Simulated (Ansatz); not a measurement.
**Response of TaN to small distortions**

```
Ta N
1.0
     2.93800    0.00000    0.00000
    -1.46900    2.54438    0.00000
     0.00000    0.00000    2.88300
Ta N
1 1
Cartesian
  0.0000 1.6963 1.4415
  0.0000 0.0000 0.0000
```

Atoms are numbered in the order listed.

The geometry is COD entry 1538016, unchecked; take it as a test cell.

Spin–orbit coupling is left out, though it moves levels of the heavy atoms by tenths of an eV or more.

All numbers below come from DFT, LDA, PAW with Ansatz's default frozen-core files, scalar-relativistic in Ansatz 0.2.0.

The runs use a Γ-centred 12×12×10 k mesh, Fermi–Dirac smearing of 0.02 eV, cutoff 420 eV, no spin polarisation; the PAW files were made with PBE, and the program remakes their frozen cores for this functional.

The unchanged cell is at -11.57 GPa.

In a metal, stresses and small energies carry noise from the k mesh.

x, y and z are the Cartesian axes of the cell as listed; fractional coordinates follow a strain, and an engineering shear is twice the off-diagonal strain component.

One change gave: energy change +2.3 meV/atom; stress change (xx, yy, zz, yz, xz, xy) 0.01, 0.20, 0.12, 2.42, 2.42, 2.22 GPa, compression positive; change of the force on N2 (0.015, 0.000, 0.005) eV/Å. Which change was it?
A. equal xy, yz and zx engineering shear strains of +2 %
B. equal xy, yz and zx engineering shear strains of +1 %
C. equal xy, yz and zx engineering shear strains of -1 %
D. equal xy, yz and zx engineering shear strains of -2 %

C. For equal xy, yz and zx engineering shear strains of -2 %: energy change +9.4 meV/atom; stress change (xx, yy, zz, yz, xz, xy) 0.19, 0.65, 0.46, 4.92, 4.93, 4.45 GPa, compression positive; change of the force on N2 (0.041, 0.002, 0.022) eV/Å. For equal xy, yz and zx engineering shear strains of +1 %: energy change +2.3 meV/atom; stress change (xx, yy, zz, yz, xz, xy) 0.00, 0.20, 0.12, -2.34, -2.34, -2.14 GPa, compression positive. For equal xy, yz and zx engineering shear strains of +2 %: energy change +8.8 meV/atom; stress change (xx, yy, zz, yz, xz, xy) 0.19, 0.64, 0.43, -4.60, -4.60, -4.14 GPa, compression positive; change of the force on N2 (-0.003, 0.002, 0.020) eV/Å.
